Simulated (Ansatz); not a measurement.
Ga: do energies and stresses tell the same story?

Theory: Ansatz, DFT PBE, scalar-relativistic, plane waves, PAW.

Settings: cutoff 420 eV, Γ-centred mesh 8×8×8 on the computed 6-atom cell, Gaussian smearing of 0.10 eV; no spin polarisation.

Relaxed cell: I-43d, a = 6.104 Å, b = 6.104 Å, c = 6.104 Å, α = 90.00°, β = 90.00°, γ = 90.00°, 6 atoms in the primitive cell. This form isn't the element's structure at ambient conditions.

Energies at zero smearing and pressures from the stress tensor, at volumes with shape and atoms relaxed:
| V (Å³/atom) | E − E(first) (meV/atom) | P (GPa) |
| --- | --- | --- |
| 16.680 | 0.00 | 8.44 |
| 17.248 | -24.96 | 5.71 |
| 17.817 | -41.09 | 3.44 |
| 18.386 | -49.87 | 1.55 |
| 18.954 | -52.51 | -0.03 |
| 19.523 | -50.00 | -1.35 |
| 20.091 | -43.16 | -2.45 |
| 20.850 | -28.57 | -3.63 |

Q: Check P = −dE/dV between neighbouring volumes, and get the bulk modulus from the pressures alone.

A: With 1 eV/Å³ = 160.2 GPa:
```json
{"middle V (Å³/atom)": "16.964", "−ΔE/ΔV (GPa)": "7.033", "mean P (GPa)": "7.076"}
{"middle V (Å³/atom)": "17.533", "−ΔE/ΔV (GPa)": "4.545", "mean P (GPa)": "4.575"}
{"middle V (Å³/atom)": "18.101", "−ΔE/ΔV (GPa)": "2.473", "mean P (GPa)": "2.493"}
{"middle V (Å³/atom)": "18.670", "−ΔE/ΔV (GPa)": "0.743", "mean P (GPa)": "0.759"}
{"middle V (Å³/atom)": "19.239", "−ΔE/ΔV (GPa)": "-0.707", "mean P (GPa)": "-0.690"}
{"middle V (Å³/atom)": "19.807", "−ΔE/ΔV (GPa)": "-1.926", "mean P (GPa)": "-1.898"}
{"middle V (Å³/atom)": "20.471", "−ΔE/ΔV (GPa)": "-3.083", "mean P (GPa)": "-3.039"}
```

The two differ by 0.04 GPa at most. The mean of two end pressures misses the average over a step by about ΔV² P″/12, up to 0.04 GPa here; with that taken off 0.02 GPa remains. Around V = 18.954 Å³/atom, the two neighbours give B = −V ΔP/ΔV = 18.954 × 2.90 / 1.137 = 48.3 GPa, against B0 = 48.3 GPa from the Birch–Murnaghan fit of the energies.

Cost: 9 runs of about 7 core-minutes in all, on Intel Xeon Processor @ 2.50GHz (Skylake/Cascade Lake) (shared hosts).